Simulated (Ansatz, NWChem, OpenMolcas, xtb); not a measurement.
# Ligand exchange: C2H5BrSi + C3H9N → C2H7NSi + C3H7Br

Species: C2H5BrSi `C=C[SiH2]Br`, singlet; C3H9N (propylamine) `CCCN`, singlet; C2H7NSi `C=C[SiH2]N`, singlet; C3H7Br (1-bromopropane) `CCCBr`, singlet. The partners trade Br for NH2: Si–Br and C–NH2 bonds give way to Si–NH2 and C–Br.

Shapes, held fixed at every level: PBE0-D4/def2-TZVP. Flexible molecules stand in one conformer, not always the lowest. Programs: Ansatz 0.2.0, NWChem 7.3.0, OpenMolcas 26.06, xtb 6.7.1. A level may come from different programs for different species; with the same settings they agree closely. Electronic energies: no zero-point or thermal term.

(1) Estimate ΔE of this reaction.

Results:

(1) The highest level, CCSD(T)/def2-TZVPP, gives ΔE = +19.4 kJ/mol; the levels span +18.0 to +64.8. The column of differences is taken from that level and isn't an error. No measured value is set beside it here. Relativity is left out for Br. Outer-core shells of Br are correlated in most correlated rows, in sets that cover them unevenly.

```
                             level                    kind  ΔE (kJ/mol)  less CCSD(T)/def2-TZVPP
                          GFN1-xTB          semi-empirical        +64.8                    +45.4
                     HF/def2-TZVPP            Hartree–Fock        +26.2                     +6.8
                 PBE-D4/def2-TZVPP                     GGA        +24.7                     +5.3
B3LYP/6-31G* (Cartesian functions)           global hybrid        +33.6                    +14.2
                wB97M-V/def2-TZVPP  range-separated hybrid        +21.8                     +2.4
                wB97X-V/def2-TZVPP  range-separated hybrid        +23.5                     +4.1
                    MP2/def2-TZVPP     perturbation theory        +18.0                     -1.4
                   CCSD/def2-TZVPP   coupled cluster or CI        +20.4                     +1.0
                CCSD(T)/def2-TZVPP   coupled cluster or CI        +19.4                      0.0
```
